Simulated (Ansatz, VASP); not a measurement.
# Br: VASP beside Ansatz

```xyz
4
Lattice="3.4356 -2.1014 0.0000 3.4356 2.1014 0.0000 0.0000 0.0000 8.6829" Properties=species:S:1:pos:R:3 pbc="T T T"
Br    3.4356   -1.4990    1.0113
Br    3.4356   -0.6024    5.3527
Br    3.4356    1.4990    7.6716
Br    3.4356    0.6024    3.3302
```

Alike in both runs: functional r2SCAN; dispersion D3(BJ); k mesh 6 × 6 × 4; occupations gaussian, width 0.02 eV; no spin polarisation.

Ansatz relaxed the structure, and its values are those at the end. VASP's run is a single point on that final structure, the one shown.

|  | VASP | Ansatz |
| --- | --- | --- |
| version | VASP 6.6.1 | Ansatz 0.2.0 |
| potentials or method | VASP PAW PBE potentials, release 64 (Br) | scalar-relativistic, plane waves, PAW |
| plane-wave cutoff (eV) | 520 | 500 |
| valence electrons in the cell | 28 | 28 |

Ansatz gave:

| Item | Value |
| --- | --- |
| gap on the k mesh at the Fermi level (eV) | 1.68 |
| least direct gap on the mesh (eV) | 1.69 |
| pressure (GPa) | 0.0 |

Question: Which values does VASP return?

Answer: gap on the k mesh at the Fermi level (eV): 1.67; least direct gap on the mesh (eV): 1.68; pressure (GPa): 0.0.

Ansatz warned: «dispersion_damping_borrowed».

Caveats: the PAW data sets were made with another functional, which shifts forces and pressure a little (VASP). A k mesh can miss the band edges. r2SCAN opens gaps a little over a GGA but as a rule still falls short of measured ones.
